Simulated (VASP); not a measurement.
# Na (P6_3/mmc) in VASP: a series of runs, part 2 of 2

VASP 6.6.1. Earlier steps stand in the parts before.

## Step 6: Single point, PBE

Input file INCAR:

```
SYSTEM = Na
PREC     = Accurate       ! precision mode
ENCUT    = 340            ! plane-wave cutoff, eV
EDIFF    = 1E-6           ! SCF threshold, eV
ISMEAR   = 0              ! smearing method
SIGMA    = 0.2            ! smearing width, eV
LREAL    = .FALSE.        ! projectors in reciprocal space
LASPH    = .TRUE.         ! aspherical terms in the spheres
NELM     = 100            ! most SCF steps
ALGO     = Normal         ! electronic algorithm
ISIF     = 2              ! what is computed and relaxed
LWAVE    = .FALSE.        ! write WAVECAR
LCHARG   = .FALSE.        ! write CHGCAR
GGA      = PE             ! functional
NBANDS   = 14             ! bands
ADDGRID  = .FALSE.
```

Input file KPOINTS:

```
regular mesh
0
G
  3 3 2
  0 0 0
```

Input file POSCAR:

```
Na
1.0
    3.7670000000      0.0000000000      0.0000000000
   -1.8835000000      3.2623176961      0.0000000000
    0.0000000000      0.0000000000      6.1540000000
Na
2
Direct
    0.6607270000      0.3253030000      0.7651560000
    0.3322080000      0.6634530000      0.2738460000
```

Potentials or basis: VASP PAW PBE potentials, release 64 (Na_pv).

Run with:

```console
$ cat potpaw_PBE.64/Na_pv/POTCAR > POTCAR
$ mpirun -np 1 vasp_std > vasp.out
```

OUTCAR:

```text
SYSTEM = Na
   PREC = Accurate
   ENCUT = 340
   EDIFF = 1E-6
   ISMEAR = 0
   LREAL = .FALSE.
   LASPH = .TRUE.
   NELM = 100
   ISIF = 2
   GGA = PE

 Found     10 irreducible k-points:

 Following reciprocal coordinates:
            Coordinates               Weight
  0.000000  0.000000  0.000000      1.000000
  0.333333 -0.000000  0.000000      2.000000
  0.000000  0.333333  0.000000      2.000000
 -0.333333  0.333333  0.000000      2.000000
  0.333333  0.333333  0.000000      2.000000
  0.000000  0.000000  0.500000      1.000000
   k-points           NKPTS =     10   k-points in BZ     NKDIM =     10   number of bands    NBANDS=     14
   number of dos      NEDOS =    301   number of ions     NIONS =      2
   total plane-waves  NPLWV =  23040
   dimension x,y,z NGX =    24 NGY =   24 NGZ =   40
   dimension x,y,z NGXF=    48 NGYF=   48 NGZF=   80
   ions per type =               2
   NGX,Y,Z   is equivalent  to a cutoff of  10.59, 10.59, 10.81 a.u.
   NGXF,Y,Z  is equivalent  to a cutoff of  21.18, 21.18, 21.61 a.u.
 SYSTEM =  Na
   PREC   = accura    normal or accurate (medium, high low for compatibility)
   ISTART =      0    job   : 0-new  1-cont  2-samecut
   ICHARG =      2    charge: 1-file 2-atom 10-const
   ISPIN  =      1    spin polarized calculation?
   LNONCOLLINEAR =      F non collinear calculations
   LSORBIT =      F    spin-orbit coupling
   LASPH  =      T    aspherical Exc in radial PAW
   ENCUT  =  340.0 eV  24.99 Ry    5.00 a.u.   5.66  5.66  9.25*2*pi/ulx,y,z
[... 146 lines left out ...]
      2     -24.6406      2.00000
      3     -24.6281      2.00000
      4     -24.6278      2.00000
      5     -24.6274      2.00000
      6     -24.6272      2.00000
      7      -1.9676      2.00000
      8      -1.9301      2.00000
      9       5.7210      0.00000
     10       5.7297      0.00000
     11      10.7138      0.00000
     12      10.7201      0.00000
     13      10.7330      0.00000
     14      10.7407      0.00000

 [... further k-points ...]

------------------------ aborting loop because EDIFF is reached ----------------------------------------

  FORCE on cell =-STRESS in cart. coord.  units (eV):
  Direction    XX          YY          ZZ          XY          YZ          ZX
  --------------------------------------------------------------------------------------
  -------------------------------------------------------------------------------------
  Total       -0.0719867     -0.0624158     -0.2685496     -0.0034706      0.0003055      0.0002566
  in kB       -1.5250484     -1.3222864     -5.6892586     -0.0735253      0.0064724      0.0054365
  external PRESSURE =      -2.8455311 kB  Pullay stress =       0.0000000 kB

 VOLUME and BASIS-vectors are now :
 -----------------------------------------------------------------------------
  energy-cutoff  :      340.00
  volume of cell :       75.63
      direct lattice vectors                 reciprocal lattice vectors
     3.767000000  0.000000000  0.000000000     0.265463233  0.153265269  0.000000000
    -1.883500000  3.262317696  0.000000000     0.000000000  0.306530538  0.000000000
     0.000000000  0.000000000  6.154000000     0.000000000  0.000000000  0.162495938

 POSITION                                       TOTAL-FORCE (eV/Angst)
 -----------------------------------------------------------------------------------
      1.87625      1.06124      4.70877         0.000992      0.001873      0.009619
      0.00181      2.16439      1.68525        -0.000992     -0.001873     -0.009619
 -----------------------------------------------------------------------------------
    total drift:                                0.000003      0.000139      0.000063

  FREE ENERGIE OF THE ION-ELECTRON SYSTEM (eV)
  ---------------------------------------------------
  free  energy   TOTEN  =        -2.7335100523 eV

  energy  without entropy=       -2.6740550485  energy(sigma->0) =       -2.70378255
```

OSZICAR:

```text
N       E                     dE             d eps       ncg     rms          rms(c)
DAV:   1     0.852043145124E+02    0.85204E+02   -0.64213E+03   296   0.738E+02
DAV:   2     0.559584265008E+00   -0.84645E+02   -0.84020E+02   292   0.239E+02
DAV:   3    -0.269569150172E+01   -0.32553E+01   -0.32533E+01   334   0.553E+01
DAV:   4    -0.273526534142E+01   -0.39574E-01   -0.39569E-01   352   0.644E+00
DAV:   5    -0.273606558460E+01   -0.80024E-03   -0.80023E-03   328   0.940E-01    0.322E-01
DAV:   6    -0.273386230501E+01    0.22033E-02   -0.32499E-03   352   0.370E-01    0.200E-01
DAV:   7    -0.273360690667E+01    0.25540E-03   -0.57967E-04   396   0.217E-01    0.103E-01
DAV:   8    -0.273350801468E+01    0.98892E-04   -0.30796E-04   384   0.162E-01    0.680E-03
DAV:   9    -0.273350932715E+01   -0.13125E-05   -0.58382E-06   334   0.332E-02    0.323E-03
DAV:  10    -0.273351005232E+01   -0.72517E-06   -0.53917E-07   242   0.717E-03
   1 F= -.27335101E+01 E0= -.27037826E+01  d E =-.594550E-01
```

It took 3.9 s on 1 thread of Intel Xeon Platinum 8488C (Sapphire Rapids), shared host; peak memory 0.14 GiB.

The run converged, but some of its settings lie outside the range that counts as converged, so its numbers aren't taken as properties of the crystal.

Results:

- Free energy: -2.7335 eV
- Pressure: -0.3 GPa
- Largest force: 0.010 eV/Å
- Band gap on the k mesh: none (metal or under the smearing width)

Caveat: the k mesh is coarse (spacing up to 0.64 Å⁻¹), so the values aren't converged.

## Step 7: The reference run

An earlier run on the cell as given: functional PBE; potentials or basis VASP PAW PBE potentials, release 64 (Na_pv); cutoff 520 eV; k mesh 8 × 8 × 5; occupations fermi-dirac, width 0.05 eV; no spin polarisation.

* Pressure: -0.2 GPa
* Band gap on the k mesh: none (metal or under the smearing width)
